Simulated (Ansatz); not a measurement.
**BaTiO3: response to strain**

BaTiO3 is deformed so: zz strain of +3 %. What stress and forces result, by LAPW, PAW and all-electron datasets made for the crystal?

Method: DFT PBEsol, scalar-relativistic, in Ansatz 0.2.0.

## 1. The structure to begin with

It takes space group Amm2 (No. 38, orthorhombic). The conventional cell has a = 3.984 Å, b = 5.674 Å, c = 5.692 Å, α = 90.00°, β = 90.00°, γ = 90.00°. Ba (site symmetry mm2) is surrounded by 12 O at 2.80 to 2.89 Å. Ti (site symmetry mm2) has 6 O at 1.95 to 2.07 Å as nearest neighbours. O (site symmetry mm2) has 2 Ti at 1.99 Å and 4 Ba at 2.80 to 2.89 Å as nearest neighbours. Around O (site symmetry m) lie 2 Ti at 1.95 to 2.07 Å and 4 Ba at 2.82 to 2.84 Å.

As a file:

```
CELL_PARAMETERS angstrom
3.98410 0.00000 0.00000
0.00000 2.83705 2.84580
0.00000 -2.83705 2.84580
ATOMIC_POSITIONS crystal
Ba 0.00000 0.00000 0.00000
Ti 0.50000 0.50790 0.50790
O 0.00000 0.49210 0.49210
O 0.50000 0.50251 0.99371
O 0.50000 0.99371 0.50251
```

Atoms are numbered in the order of the input: Ba1, Ti2, O3, O4, O5.

## 2. After the deformation

Space group Amm2 before, Amm2 after.

## 3. LAPW, all electrons

input.yaml

```yaml
crystal:
  lattice:
    - [3.9841, 0.0, 0.0]
    - [0.0, 2.83705, 2.931174]
    - [0.0, -2.83705, 2.931174]
  atoms:
    - { symbol: Ba, position: [0.0, 0.0, 0.0] }
    - { symbol: Ti, position: [0.5, 0.5079, 0.5079] }
    - { symbol: O, position: [0.0, 0.4921, 0.4921] }
    - { symbol: O, position: [0.5, 0.50251, 0.99371] }
    - { symbol: O, position: [0.5, 0.99371, 0.50251] }
kpoints:
  mp_grid: { grid: [8, 8, 8] }
  band_path:
    path:
      - [0.0, 0.0, 0.0]
      - [0.0, 0.5, 0.5]
      - [0.0, 0.5157978979, 0.4842021021]
      - [0.0, 0.4842021021, -0.4842021021]
      - [0.0, 0.0, 0.0]
      - [0.5, 0.0, 0.0]
      - [0.5, 0.4842021021, -0.4842021021]
      - [0.5, 0.5157978979, 0.4842021021]
      - [0.5, 0.5, 0.5]
    npoints: 5
scf:
  occupations: { method: fermi_dirac, width: 0.05 }
hamiltonian:
  xc: pbesol
  pseudopotentials: { kind: all_electron, lapw: { basis_error: 0.001 } }
output:
  forces: true
  stress: true
  eigenvalues: true
```

Launch:

```
> ansatz run input.yaml --threads 2 --pin off --max-ram 8192MiB --backend cpu --events-out ev --progress --plain --runs-dir out
```

## 4. PAW on the default files

input.yaml

```yaml
crystal:
  lattice:
    - [3.9841, 0.0, 0.0]
    - [0.0, 2.83705, 2.931174]
    - [0.0, -2.83705, 2.931174]
  atoms:
    - { symbol: Ba, position: [0.0, 0.0, 0.0] }
    - { symbol: Ti, position: [0.5, 0.5079, 0.5079] }
    - { symbol: O, position: [0.0, 0.4921, 0.4921] }
    - { symbol: O, position: [0.5, 0.50251, 0.99371] }
    - { symbol: O, position: [0.5, 0.99371, 0.50251] }
kpoints:
  mp_grid: { grid: [8, 8, 8] }
scf:
  occupations: { method: fermi_dirac, width: 0.05 }
hamiltonian:
  xc: pbesol
  pseudopotentials: { kind: paw }
output:
  forces: true
  stress: true
  eigenvalues: true
  efg: { contact_densities: true }
  write_density: true
  write_potential: true
  elf: true
  volumetric_format: npy
```

## 5. All-electron PAW on datasets made for the crystal

Changes to input.yaml since step 4:

```diff
@@ -17,3 +17,3 @@
   xc: pbesol
-  pseudopotentials: { kind: paw }
+  pseudopotentials: { kind: all_electron, datasets: crystal }
 output:
@@ -23,5 +23 @@
   efg: { contact_densities: true }
-  write_density: true
-  write_potential: true
-  elf: true
-  volumetric_format: npy
```

(Steps that only read results are left out.)

Q: Predict the outcome of this session. Wanted: pressure; largest shear or deviatoric stress.

**Answer**, as computed:

| quantity | value |
| --- | --- |
| pressure | LAPW -8.59, PAW -8.60, crystal datasets -8.59 GPa |
| largest shear or deviatoric stress (LAPW) | 4.69 GPa |

The largest part of the stress beyond the pressure is 4.69 GPa in size, in the zz component; the atoms are carried along and not relaxed. No run of the undeformed cell stands beside it, so the pressure holds what the given cell had before the change. PAW: stress within 0.02 GPa of LAPW, forces within 3 meV/Å. Crystal datasets: stress within 0.01 GPa of LAPW, forces within 1 meV/Å. Spin-orbit coupling is left out, though the cell holds Ba; in elements this heavy it can shift bands and gaps by tenths of an eV.
